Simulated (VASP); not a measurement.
# Ti (P6_3/mmc) in VASP: further runs

The runs below take Ti through relaxation of cell and atoms, vibrations by finite differences, with PBE.

Program: VASP 6.6.1. These are calculated values, not measurements. Logs are shortened: lines on timing, memory, paths and dates and some standing lists are left out, and cuts for length are marked.

### 1 Starting point

It takes space group P6_3/mmc (No. 194, hexagonal). Conventional cell: a = 2.950 Å, b = 2.950 Å, c = 4.680 Å, α = 90.00°, β = 90.00°, γ = 120.00°. Ti (site symmetry -6m2) is surrounded by 12 Ti at 2.89 to 2.95 Å.

### 2 Relaxation of cell and atoms, PBE

Contents of INCAR:

```
SYSTEM = Ti
PREC     = Accurate       ! precision mode
ENCUT    = 520            ! plane-wave cutoff, eV
EDIFF    = 1E-7           ! SCF threshold, eV
ISMEAR   = 0              ! smearing method
SIGMA    = 0.1            ! smearing width, eV
LREAL    = .False.        ! projectors in reciprocal space
LASPH    = .True.         ! aspherical terms in the spheres
NELM     = 100            ! most SCF steps
ALGO     = Normal         ! electronic algorithm
ISIF     = 3              ! what is computed and relaxed
LWAVE    = .False.        ! write WAVECAR
LCHARG   = .False.        ! write CHGCAR
GGA      = PE             ! functional
IBRION   = 2              ! ionic algorithm
NSW      = 80             ! ionic steps
EDIFFG   = -0.002         ! ionic threshold
```

Contents of KPOINTS:

```
Automatic mesh
0
Gamma
  12 12 6
  0 0 0
```

Contents of POSCAR:

```
Ti
1.0
    2.9500000000      0.0000000000      0.0000000000
   -1.4750000000      2.5547749400      0.0000000000
    0.0000000000      0.0000000000      4.6800000000
Ti
2
Direct
    0.3333333300      0.6666666700      0.2500000000
    0.6666666700      0.3333333300      0.7500000000
```

Potentials or basis: VASP PAW PBE potentials, release 64 (Ti_sv).

The run is started by

```
$ cat potpaw_PBE.64/Ti_sv/POTCAR > POTCAR
$ mpirun -np 1 vasp_std > vasp.out
```

OUTCAR:

```text
SYSTEM = Ti
   PREC = Accurate
   ENCUT = 520
   EDIFF = 1E-7
   ISMEAR = 0
   LREAL = .False.
   LASPH = .True.
   NELM = 100
   ISIF = 3
   GGA = PE
   IBRION = 2
   NSW = 80
   EDIFFG = -0.002

 ion  position               nearest neighbor table
   1  0.333  0.667  0.250-   2 2.89   2 2.89   2 2.89   2 2.89   2 2.89   2 2.89
   2  0.667  0.333  0.750-   1 2.89   1 2.89   1 2.89   1 2.89   1 2.89   1 2.89

  LATTYP: Found a hexagonal cell.
 ALAT       =     2.9500000000
 C/A-ratio  =     1.5864406780

  Lattice vectors:

 A1 = (   2.9500000000,   0.0000000000,   0.0000000000)
 A2 = (  -1.4750000000,   2.5547749400,   0.0000000000)
 A3 = (   0.0000000000,   0.0000000000,   4.6800000000)

Analysis of symmetry for initial positions (statically):
=====================================================================
 Subroutine PRICEL returns:
 Original cell was already a primitive cell.

 Routine SETGRP: Setting up the symmetry group for a
 hexagonal supercell.

 Subroutine GETGRP returns: Found 24 space group operations
 (whereof 12 operations were pure point group operations)
 out of a pool of 24 trial point group operations.

The static configuration has the point symmetry D_3d.
 The point group associated with its full space group is D_6h.

Analysis of symmetry for dynamics (positions and initial velocities):
=====================================================================
 Subroutine PRICEL returns:
 Original cell was already a primitive cell.

 Routine SETGRP: Setting up the symmetry group for a
 hexagonal supercell.

 Subroutine GETGRP returns: Found 24 space group operations
 (whereof 12 operations were pure point group operations)
 out of a pool of 24 trial point group operations.

The dynamic configuration has the point symmetry D_3d.
 The point group associated with its full space group is D_6h.

 Subroutine INISYM returns: Found 24 space group operations
 (whereof 12 operations are pure point group operations),
 and found     1 'primitive' translations

----------------------------------------------------------------------------------------

                                     Primitive cell

  volume of cell :      35.2712

  direct lattice vectors                    reciprocal lattice vectors
     2.950000000  0.000000000  0.000000000     0.338983051  0.195711956  0.000000000
    -1.475000000  2.554774940  0.000000000     0.000000000  0.391423911  0.000000000
     0.000000000  0.000000000  4.680000000     0.000000000  0.000000000  0.213675214

  length of vectors
     2.950000000  2.949999999  4.680000000     0.391423911  0.391423911  0.213675214

  position of ions in fractional coordinates (direct lattice)
     0.333333330  0.666666670  0.250000000
     0.666666670  0.333333330  0.750000000

  ion indices of the primitive-cell ions
   primitive index   ion index
                 1           1
                 2           2

----------------------------------------------------------------------------------------

 KPOINTS: Automatic mesh

Automatic generation of k-mesh.
 Grid dimensions read from file:
 generate k-points for:   12   12    6

 Generating k-lattice:

  Cartesian coordinates                     Fractional coordinates (reciprocal lattice)
     0.028248588  0.016309330  0.000000000     0.083333333 -0.000000000  0.000000000
     0.000000000  0.032618659  0.000000000     0.000000000  0.083333333  0.000000000
     0.000000000  0.000000000  0.035612536     0.000000000  0.000000000  0.166666667

  Length of vectors
     0.032618659  0.032618659  0.035612536

  Shift w.r.t. Gamma in fractional coordinates (k-lattice)
     0.000000000  0.000000000  0.000000000

 Subroutine IBZKPT returns following result:
 ===========================================

 Found     76 irreducible k-points:

 Following reciprocal coordinates:
            Coordinates               Weight
  0.000000  0.000000  0.000000      1.000000
  0.083333  0.000000  0.000000      6.000000
  0.166667  0.000000  0.000000      6.000000
  0.250000  0.000000  0.000000      6.000000
  0.333333 -0.000000  0.000000      6.000000
  0.416667  0.000000  0.000000      6.000000
[... 16 lines left out ...]
  0.250000  0.000000  0.166667     12.000000
  0.333333 -0.000000  0.166667     12.000000
 [... further k-points ...]
   k-points           NKPTS =     76   k-points in BZ     NKDIM =     76   number of bands    NBANDS=     16
   number of dos      NEDOS =    301   number of ions     NIONS =      2
   total plane-waves  NPLWV =  20736
   dimension x,y,z NGX =    24 NGY =   24 NGZ =   36
   dimension x,y,z NGXF=    48 NGYF=   48 NGZF=   72
   ions per type =               2
   NGX,Y,Z   is equivalent  to a cutoff of  13.53, 13.53, 12.79 a.u.
   NGXF,Y,Z  is equivalent  to a cutoff of  27.05, 27.05, 25.58 a.u.
 SYSTEM =  Ti
   PREC   = accura    normal or accurate (medium, high low for compatibility)
   ISTART =      0    job   : 0-new  1-cont  2-samecut
   ICHARG =      2    charge: 1-file 2-atom 10-const
   ISPIN  =      1    spin polarized calculation?
   LNONCOLLINEAR =      F non collinear calculations
   LSORBIT =      F    spin-orbit coupling
   LASPH  =      T    aspherical Exc in radial PAW
   ENCUT  =  520.0 eV  38.22 Ry    6.18 a.u.   5.49  5.49  8.70*2*pi/ulx,y,z
   NELM   =    100;   NELMIN=  2; NELMDL= -5     # of ELM steps
   EDIFF  = 0.1E-06   stopping-criterion for ELM
   LREAL  =      F    real-space projection
   EDIFFG = -.2E-02   stopping-criterion for IOM
   NSW    =     80    number of steps for IOM
   IBRION =      2    ionic relax: 0-MD 1-quasi-New 2-CG
   NFREE  =      1    steps in history (QN), initial steepest desc. (CG)
   ISIF   =      3    stress and relaxation
   ISYM   =      2    0-nonsym 1-usesym 2-fastsym
   POTIM  = 0.5000    time-step for ionic-motion
   TEBEG  =    0.0;   TEEND  =   0.0 temperature during run
   PSTRESS=    0.0 pullay stress
   NELECT =      24.0000    total number of electrons
   NUPDOWN=      -1.0000    fix difference up-down
   EMIN   =  10.00;   EMAX   =-10.00  energy-range for DOS
   EFERMI =   0.00;   METHOD = LEGACY
   ISMEAR =     0;   SIGMA  =   0.10  broadening in eV -4-tet -1-fermi 0-gaus
   EFERMI_NEDOS =   21; number of points for ismear=-14 and -15
   IALGO  =     38    algorithm
   IMIX   =      4    mixing-type and parameters
     AMIX     =   0.40;   BMIX     =  1.00
     AMIX_MAG =   1.60;   BMIX_MAG =  1.00
  volume/ion in A,a.u.               =      17.64       119.01
  Fermi-wavevector in a.u.,A,eV,Ry     =   1.439920  2.721055 28.209912  2.073370
  Thomas-Fermi vector in A             =   2.558722
   LORBIT       =      0    0 simple, 1 ext, 2 COOP (PROOUT), +10 PAW based schemes
   GGA     = PE    functional components
   LHFCALC =     F    Hartree Fock is set to
   AEXX    =    0.0000 exact exchange contribution
   IVDW    =     0    specifies the selected vdW correction
   LEPSILON=     F    determine dielectric tensor
   LRPA    =     F    only Hartree local field effects (RPA)
 conjugate gradient relaxation of ions
 non-spin polarized calculation
 Gauss-broadening in eV      SIGMA  =   0.10
  energy-cutoff  :      520.00
  volume of cell :       35.27
 maximum number of plane-waves:       971
 NGX is ok and might be reduce to    24
   NGX = 11   NGY = 11   NGZ = 17

--------------------------------------- Ionic step        1  -------------------------------------------

 number of electron      24.0000002 magnetization

 Free energy of the ion-electron system (eV)
  ---------------------------------------------------
  ext. energy  EPLUGINS =         0.00000000
  ---------------------------------------------------
  free energy    TOTEN  =       -15.67339712 eV

  energy without entropy =      -15.66267915  energy(sigma->0) =      -15.66803813

------------------------ aborting loop because EDIFF is reached ----------------------------------------

  FORCE on cell =-STRESS in cart. coord.  units (eV):
  Direction    XX          YY          ZZ          XY          YZ          ZX
  --------------------------------------------------------------------------------------
  -------------------------------------------------------------------------------------
  Total       -0.3843130     -0.3843130     -0.4038096      0.0000000      0.0000000      0.0000000
  in kB      -17.4572208    -17.4572208    -18.3428467      0.0000000      0.0000000      0.0000000
  external PRESSURE =     -17.7524294 kB  Pullay stress =       0.0000000 kB
[... 89 lines left out ...]
  FREE ENERGIE OF THE ION-ELECTRON SYSTEM (eV)
  ---------------------------------------------------
  free  energy   TOTEN  =       -15.6766183327 eV

  energy  without entropy=      -15.6661470502  energy(sigma->0) =      -15.67138269

[... ionic steps 4 to 7 ...]

--------------------------------------- Ionic step        8  -------------------------------------------

 number of electron      24.0000001 magnetization

------------------------ aborting loop because EDIFF is reached ----------------------------------------

  FORCE on cell =-STRESS in cart. coord.  units (eV):
  Direction    XX          YY          ZZ          XY          YZ          ZX
  --------------------------------------------------------------------------------------
  -------------------------------------------------------------------------------------
  Total       -0.0047726     -0.0047726     -0.0089296      0.0000000      0.0000000      0.0000000
  in kB       -0.2203354     -0.2203354     -0.4122522      0.0000000      0.0000000      0.0000000
  external PRESSURE =      -0.2843077 kB  Pullay stress =       0.0000000 kB
[... 57 lines left out ...]
  energy  without entropy=      -15.6661359574  energy(sigma->0) =      -15.67137776

--------------------------------------- Ionic step       10  -------------------------------------------

 number of electron      24.0000001 magnetization

 Free energy of the ion-electron system (eV)
  ---------------------------------------------------
  ext. energy  EPLUGINS =         0.00000000
  ---------------------------------------------------
  free energy    TOTEN  =       -15.67662012 eV

  energy without entropy =      -15.66613517  energy(sigma->0) =      -15.67137765

 E-fermi :   8.3726     XC(G=0): -11.5031

 val. band max:        8.3447192261   @ k =   0.0000   0.0000   0.3333
 cond. band min:       8.3755906195   @ k =   0.2500   0.2500   0.3333
 fundamental gap:      0.0308713934
 Fermi energy:         8.3726097081

 k-point     1 :       0.0000    0.0000    0.0000
  band No.  band energies     occupation
      1     -48.5090      2.00000
      2     -48.3721      2.00000
      3     -25.0974      2.00000
      4     -24.4521      2.00000
      5     -24.4521      2.00000
      6     -24.3882      2.00000
[... 8 lines left out ...]
     15       9.6227      0.00000
     16       9.6227      0.00000
[... 420 lines left out ...]
  band No.  band energies     occupation
      1     -48.4208      2.00000
      2     -48.3527      2.00000
      3     -24.9266      2.00000
      4     -24.7668      2.00000
      5     -24.7147      2.00000
      6     -24.5508      2.00000
[... 8 lines left out ...]
     15       9.3497      0.00000
     16      10.9446      0.00000

 [... further k-points ...]

------------------------ aborting loop because EDIFF is reached ----------------------------------------

  FORCE on cell =-STRESS in cart. coord.  units (eV):
  Direction    XX          YY          ZZ          XY          YZ          ZX
  --------------------------------------------------------------------------------------
  -------------------------------------------------------------------------------------
  Total        0.0025403      0.0025403     -0.0001216      0.0000000     -0.0000000      0.0000000
  in kB        0.1173099      0.1173099     -0.0056156      0.0000000     -0.0000000      0.0000000
  external PRESSURE =       0.0763347 kB  Pullay stress =       0.0000000 kB
[... 17 lines left out ...]
  FREE ENERGIE OF THE ION-ELECTRON SYSTEM (eV)
  ---------------------------------------------------
  free  energy   TOTEN  =       -15.6766201240 eV

  energy  without entropy=      -15.6661351748  energy(sigma->0) =      -15.67137765

 reached required accuracy - stopping structural energy minimisation
```

Wall time 3.4 min (1 thread of Intel Xeon Platinum 8488C (Sapphire Rapids), shared host); peak memory 0.17 GiB.

What came out:

- Free energy: -15.6766 eV
- Relaxed volume: 17.35 Å³/atom
- Relaxed cell: a = 2.934 Å, b = 2.934 Å, c = 4.652 Å, α = 90.00°, β = 90.00°, γ = 120.00°
- Space group after relaxing (to 0.05 Å): P6_3/mmc (No. 194)
- Energy gained by relaxing: 1.6 meV/atom
- Ionic steps: 10
- Pressure after relaxing: 0.0 GPa
- Band gap on the k mesh: none (metal or under the smearing width)

The path:
```
step  energy change (eV)  largest force (eV/Å)  pressure (GPa)  volume (Å³)
   1              0.0000                0.0000           -1.78        35.27
   2             -0.0015                0.0000            1.36        34.28
   3             -0.0032                0.0000            0.00        34.70
   4             -0.0032                0.0000            0.03        34.69
   5             -0.0032                0.0000            0.00        34.70
   6             -0.0032                0.0000           -0.01        34.70
   7             -0.0032                0.0000           -0.04        34.71
   8             -0.0032                0.0000           -0.03        34.70
   9             -0.0032                0.0000            0.02        34.69
  10             -0.0032                0.0000            0.01        34.70
```

Final structure:
```
Ti
1.0
     2.93448    0.00000    0.00000
    -1.46724    2.54133    0.00000
     0.00000    0.00000    4.65237
Ti
2
Direct
  0.33333 0.66667 0.25000
  0.66667 0.33333 0.75000
```

### 3 Relaxation of cell and atoms, PBE

This run uses another cell than the first one, of 17.35 Å³/atom, 0.984 times its volume.

INCAR is that of step 2.

KPOINTS is that of step 2.

Contents of POSCAR:

```
Ti                                      
1.0
    2.9344799811      0.0000000000      0.0000000000
   -1.4672399906      2.5413342094     -0.0000000000
    0.0000000000     -0.0000000000      4.6523680517
  Ti            
     2
Direct
     0.3333333300000021    0.6666666699999979    0.2500000000000000
     0.6666666699999979    0.3333333300000021    0.7500000000000000
```

Potentials or basis: VASP PAW PBE potentials, release 64 (Ti_sv).

The run is started by

```
$ cat potpaw_PBE.64/Ti_sv/POTCAR > POTCAR
$ mpirun -np 1 vasp_std > vasp.out
```

It took 37 s on 1 thread of Intel Xeon Platinum 8488C (Sapphire Rapids), shared host; peak memory 0.17 GiB.

It converged, with:

| Property | Result |
| --- | --- |
| Free energy | -15.6764 eV |
| Pressure after relaxing | 0.0 GPa |
| Band gap on the k mesh | none (metal or under the smearing width) |

Final structure:
```
Ti
1.0
     2.93448    0.00000    0.00000
    -1.46724    2.54133    0.00000
     0.00000    0.00000    4.65237
Ti
2
Direct
  0.33333 0.66667 0.25000
  0.66667 0.33333 0.75000
```

Levels at points of the mesh, in eV from the Fermi level:
| k point | band 8 | band 9 | band 10 | band 11 | band 12 | band 13 | band 14 | band 15 | band 16 |
| --- | --- | --- | --- | --- | --- | --- | --- | --- | --- |
| (0.00, 0.00, 0.00) | -32.72 | -6.24 | -2.72 | 0.74 | 0.75 | 0.75 | 0.86 | 1.25 | 1.25 |
| (0.50, 0.00, 0.00) | -32.80 | -2.37 | -2.18 | -1.87 | -0.65 | 0.46 | 0.60 | 1.15 | 3.32 |
| (0.00, 0.00, 0.50) | -32.77 | -4.38 | -4.38 | 0.06 | 0.06 | 0.66 | 0.66 | 0.66 | 0.66 |
| (0.50, 0.00, 0.50) | -32.88 | -2.57 | -2.57 | -0.84 | -0.84 | 1.31 | 1.31 | 1.71 | 1.71 |

Caveat: the relaxation stopped at its first step, so nothing moved.

[end of part 1 of 2]
